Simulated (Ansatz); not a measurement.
Structure: SrO built on the rocksalt prototype, at its r2SCAN minimum. It is cubic, Fm-3m (No. 225); a = 5.160 Å in the conventional setting, 17.17 Å³ an atom. Sr has 6 O at 2.58 Å; O has 6 Sr at 2.58 Å.

4 runs of Ansatz on this cell differ in the functional (and in the settings that go with it). Levels are in eV from each run's valence top; v1 is the last filled band, c1 the first empty one.

Run A, mean stress -0.5 GPa (compression positive):

| point | v2 | v1 | c1 | c2 |
| --- | --- | --- | --- | --- |
| Γ | 0.00 | 0.00 | 6.24 | 8.80 |
| X | -0.10 | -0.10 | 5.65 | 10.43 |
| U | -0.60 | -0.52 | 7.21 | 10.49 |

Run B, mean stress -5.2 GPa (compression positive):

| point | v2 | v1 | c1 | c2 |
| --- | --- | --- | --- | --- |
| Γ | 0.00 | 0.00 | 3.74 | 6.14 |
| X | -0.08 | -0.08 | 3.16 | 7.72 |
| U | -0.56 | -0.47 | 4.67 | 7.75 |

Run C, mean stress 0.0 GPa (compression positive):

| point | v2 | v1 | c1 | c2 |
| --- | --- | --- | --- | --- |
| Γ | 0.00 | 0.00 | 4.59 | 6.82 |
| X | -0.08 | -0.08 | 3.80 | 8.49 |
| U | -0.55 | -0.45 | 5.31 | 8.47 |

Run D, mean stress +1.8 GPa (compression positive):

| point | v2 | v1 | c1 | c2 |
| --- | --- | --- | --- | --- |
| Γ | 0.00 | 0.00 | 3.93 | 6.24 |
| X | -0.09 | -0.09 | 3.32 | 7.77 |
| U | -0.55 | -0.46 | 4.80 | 7.87 |

Question: Match the runs to LDA, PBE, r2SCAN, DDH-PBE0.

Answer: A is DDH-PBE0, B is LDA, C is r2SCAN, D is PBE. In order of the gap: LDA 3.16, PBE 3.32, r2SCAN 3.80, DDH-PBE0 5.65 eV. The stress vanishes for r2SCAN, which relaxed the cell.

No spin polarisation and no zero-point or thermal motion.

The stress of a hybrid is loosely converged in these runs.

The meshes of the hybrids are coarse, so their gaps aren't converged to the digits shown.
